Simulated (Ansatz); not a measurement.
Abstraction of F: CHF3 + C2HF4O → CHF2 + C2HF5O

Species: CHF3 (trifluoromethane) `FC(F)F`, singlet; C2HF4O `F[C](F)OC(F)F`, doublet; CHF2 (difluoromethyl radical) `F[CH]F`, doublet; C2HF5O ((difluoromethoxy)(trifluoro)methane) `FC(F)OC(F)(F)F`, singlet. A radical takes F: the energy is the difference in strength between two C–F bonds in different surroundings.

Shapes, held fixed at every level: PBE0-D4/def2-TZVP. Flexible molecules stand in one conformer, not always the lowest. Programs: Ansatz 0.2.0. Electronic energies: no zero-point or thermal term.

```json
{"level": "B3LYP-D4/def2-TZVPP", "kind": "global hybrid", "ΔE (kJ/mol)": "+0.9", "less CCSD(T)/CBS estimate": "+3.2"}
{"level": "PBE0-D4/def2-TZVPP", "kind": "global hybrid", "ΔE (kJ/mol)": "+0.1", "less CCSD(T)/CBS estimate": "+2.4"}
{"level": "wB97M-V/def2-TZVPP", "kind": "range-separated hybrid", "ΔE (kJ/mol)": "-6.4", "less CCSD(T)/CBS estimate": "-4.1"}
{"level": "wB97X-V/def2-TZVPP", "kind": "range-separated hybrid", "ΔE (kJ/mol)": "-4.0", "less CCSD(T)/CBS estimate": "-1.7"}
{"level": "B2PLYP/def2-TZVPP", "kind": "double hybrid", "ΔE (kJ/mol)": "+1.0", "less CCSD(T)/CBS estimate": "+3.3"}
{"level": "MP2/def2-TZVPP", "kind": "perturbation theory", "ΔE (kJ/mol)": "-1.6", "less CCSD(T)/CBS estimate": "+0.7"}
{"level": "CCSD(T)/CBS estimate", "kind": "coupled cluster or CI", "ΔE (kJ/mol)": "-2.3", "less CCSD(T)/CBS estimate": "0.0"}
```

The highest level, CCSD(T)/CBS estimate, gives ΔE = -2.3 kJ/mol; the levels span -6.4 to +1.0. That is about zero within the method's error. They disagree on the sign: 3 of 7 are positive. The column of differences is taken from that level and isn't an error. No measured value is set beside it here. Open shells run unrestricted unless RO is named. The CBS estimate extrapolates MP2 from def2-TZVPP and def2-QZVPP and adds CCSD(T) − MP2 in the triple-zeta set, cores frozen.

The C–F bond broken in trifluoromethane and the one formed at the ether's CF3 carbon are nearly equal in strength, with the coupled-cluster value of -2.3 kJ/mol too small to establish a preference for either side. This near balance probably reflects opposing effects of the oxygen substituent. In the closed-shell ether, lone-pair donation from oxygen and geminal fluorine into C–F antibonding orbitals strengthens the bonding at the CF3 carbon. In the radical, the oxygen lone pair also interacts with the singly occupied orbital, offsetting part of that gain. Both radical centres already carry two fluorines, which favour a pyramidal shape and keep their electronic surroundings similar.

Because the reaction conserves the number of C–F, C–H and C–O bonds, much of the error in describing each bond should cancel, leaving the small differences between methods to reflect how they balance delocalisation in the radicals and closed-shell molecules. Near-thermoneutrality does not imply easy fluorine transfer, since the barrier depends on the strained, partly broken C–F bonds at the transition state.
